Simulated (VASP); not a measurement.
Here is a VASP 6.6.1 calculation.

The input INCAR:

```
SYSTEM = RbCl
  PREC = Accurate
  ENCUT = 600
  EDIFF = 1E-7
  ISMEAR = 0
  SIGMA = 0.03
  LREAL = .FALSE.
  LASPH = .TRUE.
  NELM = 80
  ALGO = Normal
  ISIF = 3
  LWAVE = .FALSE.
  LCHARG = .FALSE.
  GGA = PE
  IBRION = 2
  NSW = 90
  EDIFFG = -0.005
```

File KPOINTS:

```
regular mesh
0
G
  8 8 8
  0 0 0
```

The input POSCAR:

```
RbCl                                    
1.0
    0.0000000000      3.3502273621      3.3502273621
    3.3502273621      0.0000000000      3.3502273621
    3.3502273621      3.3502273621      0.0000000000
  Rb              Cl            
     1     1
Direct
     0.0000000000000000    0.0000000000000000    0.0000000000000000
     0.5000000000000000    0.5000000000000000    0.5000000000000000
```

Potentials or basis: VASP PAW PBE potentials, release 64 (Rb_sv, Cl).

Command:

```console
$ cat potpaw_PBE.64/Rb_sv/POTCAR potpaw_PBE.64/Cl/POTCAR > POTCAR
$ mpirun -np 1 vasp_std > vasp.out
```

(1) Predict the band gap on the k mesh.

Results:

(1) 4.83 eV, direct.

Caveat: the relaxation stopped at its first step, so nothing moved.
